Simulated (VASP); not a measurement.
# GaSb (F-43m) in VASP: notebook

The runs below take GaSb through single point, with r2SCAN, PBE.

Everything below comes from runs of VASP 6.6.1. Logs are shortened: lines on timing, memory, paths and dates and some standing lists are left out, and cuts for length are marked.

**The experiment to reproduce.**

A printed reference work, data compilation reports, for a bulk crystal of GaSb at 4.2 K: band gap 0.811 eV (direct).

The runs below are set against these values where they give the same quantity.

**1. The cell of the first run**

It takes space group F-43m (No. 216, cubic). The conventional cell has a = 6.132 Å, b = 6.132 Å, c = 6.132 Å, α = 90.00°, β = 90.00°, γ = 90.00°. Ga (site symmetry -43m) has 4 Sb at 2.66 Å within 3.5 Å. Sb (site symmetry -43m) has 4 Ga at 2.66 Å within 3.5 Å.

**2. Single point, r2SCAN**

The input, POSCAR:

```
GaSb
1.0
    0.0000000000      3.0658848228      3.0658848228
    3.0658848228      0.0000000000      3.0658848228
    3.0658848228      3.0658848228      0.0000000000
Ga Sb
1 1
Direct
    0.0000000000      0.0000000000      0.0000000000
    0.2500000000      0.2500000000      0.2500000000
```

The input, INCAR.step1:

```
SYSTEM = GaSb
ALGO     = Normal         ! electronic algorithm
EDIFF    = 1E-5           ! SCF threshold, eV
ENCUT    = 550            ! plane-wave cutoff, eV
GGA      = PE             ! functional
GGA_COMPAT= .FALSE.      
ISMEAR   = -1             ! smearing method
LASPH    = .TRUE.         ! aspherical terms in the spheres
LCHARG   = .FALSE.        ! write CHGCAR
LREAL    = .FALSE.        ! projectors in reciprocal space
LWAVE    = .TRUE.         ! write WAVECAR
NBANDS   = 21             ! bands
NELM     = 120            ! most SCF steps
PREC     = Accurate       ! precision mode
SIGMA    = 0.02           ! smearing width, eV
```

The input, INCAR.step2:

```
SYSTEM = GaSb
ALGO     = Normal         ! electronic algorithm
EDIFF    = 1E-6           ! SCF threshold, eV
ENCUT    = 550            ! plane-wave cutoff, eV
GGA_COMPAT= .FALSE.      
ISIF     = 2              ! what is computed and relaxed
ISMEAR   = -1             ! smearing method
ISTART   = 1            
LASPH    = .TRUE.         ! aspherical terms in the spheres
LCHARG   = .FALSE.        ! write CHGCAR
LMIXTAU  = .TRUE.       
LREAL    = .FALSE.        ! projectors in reciprocal space
LWAVE    = .FALSE.        ! write WAVECAR
METAGGA  = R2SCAN         ! meta-GGA
NBANDS   = 21             ! bands
NELM     = 120            ! most SCF steps
PREC     = Accurate       ! precision mode
SIGMA    = 0.02           ! smearing width, eV
```

The input, KPOINTS:

```
k-points
0
G
  8 8 8
  0 0 0
```

Potentials or basis: VASP PAW PBE potentials, release 64 (Ga_d, Sb_d_GW).

Command:

```sh
$ cat potpaw_PBE.64/Ga_d/POTCAR potpaw_PBE.64/Sb_d_GW/POTCAR > POTCAR
$ cp INCAR.step1 INCAR
$ mpirun -np 1 vasp_std > vasp.out
$ cp INCAR.step2 INCAR
$ mpirun -np 1 vasp_std > vasp.out
```

OUTCAR:

```text
SYSTEM = GaSb
   EDIFF = 1E-6
   ENCUT = 550
   ISIF = 2
   ISMEAR = -1
   ISTART = 1
   LASPH = .TRUE.
   LREAL = .FALSE.
   METAGGA = R2SCAN
   NELM = 120
   PREC = Accurate

 ion  position               nearest neighbor table
   1  0.000  0.000  0.000-   2 2.66   2 2.66   2 2.66   2 2.66
   2  0.250  0.250  0.250-   1 2.66   1 2.66   1 2.66   1 2.66

  LATTYP: Found a face centered cubic cell.
 ALAT       =     6.1317696456

  Lattice vectors:

 A1 = (   0.0000000000,   3.0658848228,   3.0658848228)
 A2 = (   3.0658848228,   0.0000000000,   3.0658848228)
 A3 = (   3.0658848228,   3.0658848228,   0.0000000000)

Analysis of symmetry for initial positions (statically):
=====================================================================
 Subroutine PRICEL returns:
 Original cell was already a primitive cell.

 Routine SETGRP: Setting up the symmetry group for a
 face centered cubic supercell.

 Subroutine GETGRP returns: Found 24 space group operations
 (whereof 24 operations were pure point group operations)
 out of a pool of 48 trial point group operations.

The static configuration has the point symmetry T_d .

Analysis of symmetry for dynamics (positions and initial velocities):
=====================================================================
 Subroutine PRICEL returns:
 Original cell was already a primitive cell.

 Routine SETGRP: Setting up the symmetry group for a
 face centered cubic supercell.

 Subroutine GETGRP returns: Found 24 space group operations
 (whereof 24 operations were pure point group operations)
 out of a pool of 48 trial point group operations.

The dynamic configuration has the point symmetry T_d .

 Subroutine INISYM returns: Found 24 space group operations
 (whereof 24 operations are pure point group operations),
 and found     1 'primitive' translations

----------------------------------------------------------------------------------------

                                     Primitive cell

  volume of cell :      57.6365

  direct lattice vectors                    reciprocal lattice vectors
     0.000000000  3.065884823  3.065884823    -0.163085057  0.163085057  0.163085057
     3.065884823  0.000000000  3.065884823     0.163085057 -0.163085057  0.163085057
     3.065884823  3.065884823  0.000000000     0.163085057  0.163085057 -0.163085057

  length of vectors
     4.335815897  4.335815897  4.335815897     0.282471604  0.282471604  0.282471604

  position of ions in fractional coordinates (direct lattice)
     0.000000000  0.000000000  0.000000000
     0.250000000  0.250000000  0.250000000

  ion indices of the primitive-cell ions
   primitive index   ion index
                 1           1
                 2           2

----------------------------------------------------------------------------------------

 KPOINTS: k-points

Automatic generation of k-mesh.
 Grid dimensions read from file:
 generate k-points for:    8    8    8

 Generating k-lattice:

  Cartesian coordinates                     Fractional coordinates (reciprocal lattice)
    -0.020385632  0.020385632  0.020385632     0.125000000  0.000000000  0.000000000
     0.020385632 -0.020385632  0.020385632     0.000000000  0.125000000  0.000000000
     0.020385632  0.020385632 -0.020385632     0.000000000  0.000000000  0.125000000

  Length of vectors
     0.035308951  0.035308951  0.035308951

  Shift w.r.t. Gamma in fractional coordinates (k-lattice)
     0.000000000  0.000000000  0.000000000

 Subroutine IBZKPT returns following result:
 ===========================================

 Found     29 irreducible k-points:

 Following reciprocal coordinates:
            Coordinates               Weight
  0.000000  0.000000  0.000000      1.000000
  0.125000  0.000000  0.000000      8.000000
  0.250000  0.000000  0.000000      8.000000
  0.375000  0.000000  0.000000      8.000000
  0.500000  0.000000  0.000000      4.000000
  0.125000  0.125000  0.000000      6.000000
[... 16 lines left out ...]
  0.500000  0.250000  0.125000     48.000000
 -0.375000  0.250000  0.125000     24.000000
 [... further k-points ...]
   k-points           NKPTS =     29   k-points in BZ     NKDIM =     29   number of bands    NBANDS=     21
   number of dos      NEDOS =    301   number of ions     NIONS =      2
   total plane-waves  NPLWV =  46656
   dimension x,y,z NGX =    36 NGY =   36 NGZ =   36
   dimension x,y,z NGXF=    72 NGYF=   72 NGZF=   72
   ions per type =               1   1
   NGX,Y,Z   is equivalent  to a cutoff of  13.80, 13.80, 13.80 a.u.
   NGXF,Y,Z  is equivalent  to a cutoff of  27.61, 27.61, 27.61 a.u.
 SYSTEM =  GaSb
   PREC   = accura    normal or accurate (medium, high low for compatibility)
   ISTART =      1    job   : 0-new  1-cont  2-samecut
   ICHARG =      0    charge: 1-file 2-atom 10-const
   ISPIN  =      1    spin polarized calculation?
   LNONCOLLINEAR =      F non collinear calculations
   LSORBIT =      F    spin-orbit coupling
   LASPH  =      T    aspherical Exc in radial PAW
   ENCUT  =  550.0 eV  40.42 Ry    6.36 a.u.   8.29  8.29  8.29*2*pi/ulx,y,z
   NELM   =    120;   NELMIN=  2; NELMDL=  0     # of ELM steps
   EDIFF  = 0.1E-05   stopping-criterion for ELM
   LREAL  =      F    real-space projection
   EDIFFG = 0.1E-04   stopping-criterion for IOM
   NSW    =      0    number of steps for IOM
   IBRION =     -1    ionic relax: 0-MD 1-quasi-New 2-CG
   NFREE  =      0    steps in history (QN), initial steepest desc. (CG)
   ISIF   =      2    stress and relaxation
   ISYM   =      2    0-nonsym 1-usesym 2-fastsym
   POTIM  = 0.5000    time-step for ionic-motion
   TEBEG  =    0.0;   TEEND  =   0.0 temperature during run
   PSTRESS=    0.0 pullay stress
   NELECT =      28.0000    total number of electrons
   NUPDOWN=      -1.0000    fix difference up-down
   EMIN   =  10.00;   EMAX   =-10.00  energy-range for DOS
   EFERMI =   0.00;   METHOD = LEGACY
   ISMEAR =    -1;   SIGMA  =   0.02  broadening in eV -4-tet -1-fermi 0-gaus
   EFERMI_NEDOS =   21; number of points for ismear=-14 and -15
   IALGO  =     38    algorithm
   IMIX   =      4    mixing-type and parameters
     AMIX     =   0.40;   BMIX     =  1.00
     AMIX_MAG =   1.60;   BMIX_MAG =  1.00
  volume/ion in A,a.u.               =      28.82       194.48
  Fermi-wavevector in a.u.,A,eV,Ry     =   1.286950  2.431983 22.534517  1.656240
  Thomas-Fermi vector in A             =   2.418994
   LORBIT       =      0    0 simple, 1 ext, 2 COOP (PROOUT), +10 PAW based schemes
   METAGGA = R2SCAN    functional components
   LHFCALC =     F    Hartree Fock is set to
   AEXX    =    0.0000 exact exchange contribution
   IVDW    =     0    specifies the selected vdW correction
   LEPSILON=     F    determine dielectric tensor
   LRPA    =     F    only Hartree local field effects (RPA)
 non-spin polarized calculation
  energy-cutoff  :      550.00
  volume of cell :       57.64
 maximum number of plane-waves:      1708
 NGX is ok and might be reduce to    36
   NGX = 17   NGY = 17   NGZ = 17

 number of electron      28.0000005 magnetization

 Free energy of the ion-electron system (eV)
  ---------------------------------------------------
  ext. energy  EPLUGINS =         0.00000000
  ---------------------------------------------------
  free energy    TOTEN  =       -37.63313690 eV

  energy without entropy =      -37.63313675  energy(sigma->0) =      -37.63313682

 E-fermi :   3.8140     XC(G=0): -10.0382

 val. band max:        3.6048581362   @ k =   0.0000   0.0000   0.0000
 cond. band min:       4.0011627733   @ k =   0.0000   0.0000   0.0000
 fundamental gap:      0.3963046372
 Fermi energy:         3.8139988993

 k-point     1 :       0.0000    0.0000    0.0000
  band No.  band energies     occupation
      1     -25.8691      2.00000
      2     -25.8691      2.00000
      3     -25.8691      2.00000
      4     -25.8437      2.00000
      5     -25.8437      2.00000
      6     -11.8732      2.00000
[... 13 lines left out ...]
     20      12.7964      0.00000
     21      12.7964      0.00000

 k-point     2 :       0.1250    0.0000    0.0000
  band No.  band energies     occupation
      1     -25.8690      2.00000
      2     -25.8686      2.00000
      3     -25.8686      2.00000
      4     -25.8436      2.00000
      5     -25.8436      2.00000
      6     -11.8776      2.00000
[... 13 lines left out ...]
     20      11.9508      0.00000
     21      11.9509      0.00000

 k-point     3 :       0.2500    0.0000    0.0000
  band No.  band energies     occupation
      1     -25.8688      2.00000
      2     -25.8675      2.00000
      3     -25.8675      2.00000
      4     -25.8433      2.00000
      5     -25.8433      2.00000
      6     -11.8882      2.00000
[... 13 lines left out ...]
     20      11.7226      0.00000
     21      11.7226      0.00000

 k-point     4 :       0.3750    0.0000    0.0000
  band No.  band energies     occupation
      1     -25.8685      2.00000
      2     -25.8664      2.00000
      3     -25.8664      2.00000
      4     -25.8429      2.00000
      5     -25.8429      2.00000
      6     -11.8985      2.00000
[... 13 lines left out ...]
     20      12.7390      0.00000
     21      12.7390      0.00000

 k-point     5 :       0.5000    0.0000    0.0000
  band No.  band energies     occupation
      1     -25.8684      2.00000
      2     -25.8660      2.00000
      3     -25.8660      2.00000
      4     -25.8427      2.00000
      5     -25.8427      2.00000
      6     -11.9027      2.00000
[... 13 lines left out ...]
     20      14.1655      0.00000
     21      14.1655      0.00000
[... 382 lines left out ...]
     20      15.0443      0.00000
     21      15.7790      0.00000

 k-point    22 :       0.3750    0.2500    0.1250
  band No.  band energies     occupation
      1     -25.8697      2.00000
      2     -25.8661      2.00000
      3     -25.8658      2.00000
      4     -25.8441      2.00000
      5     -25.8422      2.00000
      6     -11.8989      2.00000
[... 13 lines left out ...]
     20      13.2612      0.00000
     21      13.5335      0.00000

 k-point    23 :       0.5000    0.2500    0.1250
  band No.  band energies     occupation
      1     -25.8689      2.00000
      2     -25.8660      2.00000
      3     -25.8648      2.00000
      4     -25.8438      2.00000
      5     -25.8421      2.00000
      6     -11.9060      2.00000
[... 13 lines left out ...]
     20      12.9429      0.00000
     21      14.4456      0.00000

 k-point    24 :      -0.3750    0.2500    0.1250
  band No.  band energies     occupation
      1     -25.8682      2.00000
      2     -25.8663      2.00000
      3     -25.8643      2.00000
      4     -25.8435      2.00000
      5     -25.8422      2.00000
      6     -11.9087      2.00000
[... 13 lines left out ...]
     20      13.9079      0.00000
     21      14.4321      0.00000

 [... further k-points ...]

------------------------ aborting loop because EDIFF is reached ----------------------------------------

  FORCE on cell =-STRESS in cart. coord.  units (eV):
  Direction    XX          YY          ZZ          XY          YZ          ZX
  --------------------------------------------------------------------------------------
  -------------------------------------------------------------------------------------
  Total        0.0007418      0.0007418      0.0007418      0.0000000      0.0000000     -0.0000000
  in kB        0.0206218      0.0206218      0.0206218      0.0000000      0.0000000     -0.0000000
  external PRESSURE =       0.0206218 kB  Pullay stress =       0.0000000 kB

 VOLUME and BASIS-vectors are now :
 -----------------------------------------------------------------------------
  energy-cutoff  :      550.00
  volume of cell :       57.64
      direct lattice vectors                 reciprocal lattice vectors
     0.000000000  3.065884823  3.065884823    -0.163085057  0.163085057  0.163085057
     3.065884823  0.000000000  3.065884823     0.163085057 -0.163085057  0.163085057
     3.065884823  3.065884823  0.000000000     0.163085057  0.163085057 -0.163085057

 POSITION                                       TOTAL-FORCE (eV/Angst)
 -----------------------------------------------------------------------------------
      0.00000      0.00000      0.00000         0.000000      0.000000      0.000000
      1.53294      1.53294      1.53294        -0.000000     -0.000000     -0.000000
 -----------------------------------------------------------------------------------
    total drift:                                0.000000      0.000000     -0.000000

  FREE ENERGIE OF THE ION-ELECTRON SYSTEM (eV)
  ---------------------------------------------------
  free  energy   TOTEN  =       -37.6331368962 eV

  energy  without entropy=      -37.6331367492  energy(sigma->0) =      -37.63313682
```

Wall time 3.9 min (1 thread of AMD EPYC 7R43 (Zen 3), shared host); peak memory 0.21 GiB.

What came out:

* Free energy: -37.6331 eV
* Pressure: 0.0 GPa
* Band gap on the k mesh: 0.40 eV, direct

Caveat: the PAW data sets were made with another functional, which shifts forces and pressure a little; spin-orbit coupling is left out, which moves the levels of the heavy elements.

(Part 1 of 2 ends here.)
